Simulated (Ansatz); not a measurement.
Geometry optimisation, Ansatz 0.2.0, DFT LDA, scalar-relativistic, plane waves, PAW.

The input (input.yaml):

```yaml
crystal:
  lattice:
    - [-8.52299, -4.894196, 0.0]
    - [8.52299, -4.894196, 0.0]
    - [-5.42964, 0.0, 8.123204]
  atoms:
    - { symbol: Si, position: [0.3917708, 0.5161092, 0.2900644] }
    - { symbol: Si, position: [0.1953587, 0.5687011, 0.6648948] }
    - { symbol: Si, position: [0.1812989, 0.5546413, 0.1648948] }
    - { symbol: Si, position: [0.2338908, 0.3582292, 0.7900644] }
    - { symbol: Si, position: [0.6082292, 0.4838908, 0.7099356] }
    - { symbol: Si, position: [0.8187011, 0.4453587, 0.8351052] }
    - { symbol: Si, position: [0.8046413, 0.4312989, 0.3351052] }
    - { symbol: Si, position: [0.7661092, 0.6417708, 0.2099356] }
    - { symbol: O, position: [0.8252189, 0.5330698, 0.0206109] }
    - { symbol: O, position: [0.7169302, 0.4247811, 0.5206109] }
    - { symbol: O, position: [0.9985175, 0.5200488, 0.7120562] }
    - { symbol: O, position: [0.681458, 0.4804523, 0.8239448] }
    - { symbol: O, position: [0.9175796, 0.8592771, 0.7368662] }
    - { symbol: O, position: [0.2299512, 0.7514825, 0.2120562] }
    - { symbol: O, position: [0.1092771, 0.1675796, 0.7631338] }
    - { symbol: O, position: [0.0824204, 0.1407229, 0.2631338] }
    - { symbol: O, position: [0.2304523, 0.431458, 0.6760552] }
    - { symbol: O, position: [0.1747811, 0.4669302, 0.9793891] }
    - { symbol: O, position: [0.7700488, 0.2485175, 0.7879438] }
    - { symbol: O, position: [0.2830698, 0.5752189, 0.4793891] }
    - { symbol: O, position: [0.318542, 0.5195477, 0.1760552] }
    - { symbol: O, position: [0.0014825, 0.4799512, 0.2879438] }
    - { symbol: O, position: [0.7695477, 0.568542, 0.3239448] }
    - { symbol: O, position: [0.8907229, 0.8324204, 0.2368662] }
    - { symbol: Si, position: [0.8917708, 0.0161092, 0.2900644] }
    - { symbol: Si, position: [0.6953587, 0.0687011, 0.6648948] }
    - { symbol: Si, position: [0.6812989, 0.0546413, 0.1648948] }
    - { symbol: Si, position: [0.7338908, 0.8582292, 0.7900644] }
    - { symbol: Si, position: [0.1082292, 0.9838908, 0.7099356] }
    - { symbol: Si, position: [0.3187011, 0.9453587, 0.8351052] }
    - { symbol: Si, position: [0.3046413, 0.9312989, 0.3351052] }
    - { symbol: Si, position: [0.2661092, 0.1417708, 0.2099356] }
    - { symbol: O, position: [0.3252189, 0.0330698, 0.0206109] }
    - { symbol: O, position: [0.2169302, 0.9247811, 0.5206109] }
    - { symbol: O, position: [0.4985175, 0.0200488, 0.7120562] }
    - { symbol: O, position: [0.181458, 0.9804523, 0.8239448] }
    - { symbol: O, position: [0.4175796, 0.3592771, 0.7368662] }
    - { symbol: O, position: [0.7299512, 0.2514825, 0.2120562] }
    - { symbol: O, position: [0.6092771, 0.6675796, 0.7631338] }
    - { symbol: O, position: [0.5824204, 0.6407229, 0.2631338] }
    - { symbol: O, position: [0.7304523, 0.931458, 0.6760552] }
    - { symbol: O, position: [0.6747811, 0.9669302, 0.9793891] }
    - { symbol: O, position: [0.2700488, 0.7485175, 0.7879438] }
    - { symbol: O, position: [0.7830698, 0.0752189, 0.4793891] }
    - { symbol: O, position: [0.818542, 0.0195477, 0.1760552] }
    - { symbol: O, position: [0.5014825, 0.9799512, 0.2879438] }
    - { symbol: O, position: [0.2695477, 0.068542, 0.3239448] }
    - { symbol: O, position: [0.3907229, 0.3324204, 0.2368662] }
    - { symbol: Si, position: [0.4901722, 0.2432537, 0.4298868] }
basis:
  ecutwfc: 420.0
kpoints:
  mp_grid: { grid: [2, 2, 2] }
hamiltonian:
  xc: lda
  pseudopotentials: { kind: paw, azcp: { folder: soft_1 } }
scf:
  occupations: { method: fermi_dirac, width: 0.02 }
  lower_state_search: "off"
relax:
  f_tol: 0.08
  max_steps: 25
  adjacent_minimum: "off"
output:
  write_density: true
  write_potential: true
  elf: true
  volumetric_format: npy
```

Run as:

```bash
$ ansatz run input.yaml --threads 4 --pin off --max-ram 10240MiB --backend cpu --events-out ev --progress --plain --runs-dir out
```

Problem. Where does it end, and by what steps?

Solution. It did not converge within its limit. Limits of this set-up: PAW files made for another functional, a small cell, in which the defect meets its images, a typed lattice constant that wasn't relaxed here. After 24 steps the energy has fallen by 3.201 eV; O47 moved furthest, 1.71 Å. Parted: Si31–O47 (1.61 → 3.09 Å). Joined: O47–Si49 (2.33 → 1.66 Å).

```tsv
step	energy less start (eV)	largest force component (eV/Å)	accepted
0	0.0000	2.126	yes
1	-0.7958	1.397	yes
2	-1.3000	1.255	yes
3	-1.6600	1.056	yes
4	-1.8261	0.821	yes
5	-2.1888	0.799	yes
6	-2.2799	0.370	yes
7	-2.3424	0.308	yes
8	-2.4084	0.705	yes
9	-2.4482	0.181	yes
10	-2.4972	0.248	yes
11	-2.5136	0.124	yes
12	-2.5241	0.289	yes
13	-2.5354	0.375	yes
14	-2.5647	1.228	yes
15	-2.5776	0.485	yes
16	-2.6715	0.452	yes
17	-2.7290	0.382	yes
18	-2.7788	0.453	yes
19	-2.9138	0.499	yes
20	-2.9853	0.589	yes
21	-3.0329	0.426	yes
22	-3.1093	0.330	yes
23	-3.1276	0.219	yes
24	-3.2006	0.191	yes
```

```xyz
49
Lattice="-8.5230 -4.8942 0.0000 8.5230 -4.8942 0.0000 -5.4296 0.0000 8.1232" Properties=species:S:1:pos:R:3
Si -0.321 -4.057 2.124
Si -0.652 -3.574 5.253
Si 2.610 -3.652 1.526
Si -3.384 -3.008 6.643
Si -4.830 -5.668 6.103
Si -7.648 -6.297 6.863
Si -4.977 -5.946 3.013
Si -2.238 -6.523 1.711
O -2.834 -6.559 0.209
O -5.301 -5.866 4.576
O -8.056 -7.469 5.843
O -6.041 -6.221 7.015
O -4.384 -8.851 5.946
O 3.667 -4.844 1.853
O -4.077 -1.585 6.360
O -1.661 -0.745 1.972
O -2.116 -3.046 5.647
O -2.770 -3.159 8.123
O -8.184 -4.880 6.337
O -0.554 -3.583 3.651
O 1.232 -4.373 1.918
O 2.743 -2.301 2.412
O -3.417 -6.181 2.749
O -1.667 -7.963 2.095
Si -9.286 -4.359 2.332
Si -8.806 -3.800 5.336
Si -6.502 -3.586 1.452
Si -3.127 -8.052 6.550
Si 3.420 -5.385 5.778
Si 0.612 -6.108 6.453
Si 3.303 -6.174 2.774
Si -2.018 -2.090 1.162
O -2.839 -1.775 -0.191
O 2.945 -5.583 4.255
O -7.905 -2.459 5.417
O 2.055 -5.416 6.634
O -4.518 -4.131 6.431
O -5.425 -4.514 2.315
O -3.483 -6.488 6.438
O -1.094 -5.427 1.849
O -1.803 -8.355 5.713
O -2.832 -8.445 8.082
O -0.457 -5.036 5.912
O -8.793 -4.428 3.860
O -7.947 -4.291 1.424
O 2.005 -7.022 2.143
O -2.855 -3.141 2.055
O -0.635 -2.918 0.997
Si -3.906 -3.174 3.337
```

Run time: 8.2 min on 4 threads of Arm Neoverse V1, on a shared host, peak memory 2.7 GiB.
